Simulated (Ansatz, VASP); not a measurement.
One calculation of Re, two programs

INCAR

```
  PREC = Accurate
  ENCUT = 520
  EDIFF = 1E-6
  ISMEAR = -1
  SIGMA = 0.03
  LREAL = F
  LASPH = T
  NELM = 100
  ALGO = Normal
  ISIF = 2
  LWAVE = F
  LCHARG = T
  LELF = T
  LVHAR = T
  NBANDS = 10
```

The input KPOINTS:

```
regular mesh
0
Gamma
  14 14 14
```

POSCAR

```
Re
1.0
    0.0000000000      1.9750000000      2.0145000000
    1.9750000000      0.0000000000      2.0145000000
    1.9750000000      1.9750000000      0.0000000000
Re
1
Direct
    0.0000000000      0.0000000000      0.0000000000
```

Input for Ansatz:

```yaml
crystal:
  lattice:
    - [0.0, 1.975, 2.0145]
    - [1.975, 0.0, 2.0145]
    - [1.975, 1.975, 0.0]
  atoms:
    - { symbol: Re, position: [0.0, 0.0, 0.0] }
kpoints:
  mp_grid: { grid: [14, 14, 14] }
  band_path:
    path:
      - [0.0, 0.0, 0.0]
      - [0.0, 0.5, 0.5]
      - [0.25, 0.75, 0.5]
      - [0.0, 0.5, 0.0]
      - [0.0, 0.0, 0.0]
      - [0.5, 0.5, 0.0]
      - [0.3701460977, 0.6298539023, 0.0]
      - [-0.3701460977, 0.3701460977, 0.0]
      - [0.0, 0.0, 0.0]
    npoints: 5
scf:
  occupations: { method: fermi_dirac, width: 0.03 }
hamiltonian:
  xc: lda
  pseudopotentials: { kind: all_electron, lapw: { basis_error: 0.001 } }
output:
  forces: true
  stress: true
  eigenvalues: true
```

Change from the starting cell: zz strain of +2 %.

Alike in both runs: task single point; functional LDA; k mesh 14 × 14 × 14; occupations fermi-dirac, width 0.03 eV; no spin polarisation.

```csv
,VASP,Ansatz
version,VASP 6.6.1,Ansatz 0.2.0
potentials or method,"VASP PAW LDA potentials, release 64 (Re)","all-electron LAPW, scalar-relativistic"
plane-wave cutoff (eV),520,see its input
```

Ansatz gave:

```
pressure (GPa)                                  : -29.2
largest component of the traceless stress (GPa) : 2.73
```

What did VASP give for the same quantities?

Pressure (GPa): -28.8; largest component of the traceless stress (GPa): 2.74.

Ansatz ran all-electron here, so the differences hold the error of VASP's frozen core and of both bases.

Caveats: so large a pressure means that the cell lies far from this level's equilibrium, or that cutoff or potentials fall short (VASP). Spin-orbit coupling is left out, which matters for the levels of Re.
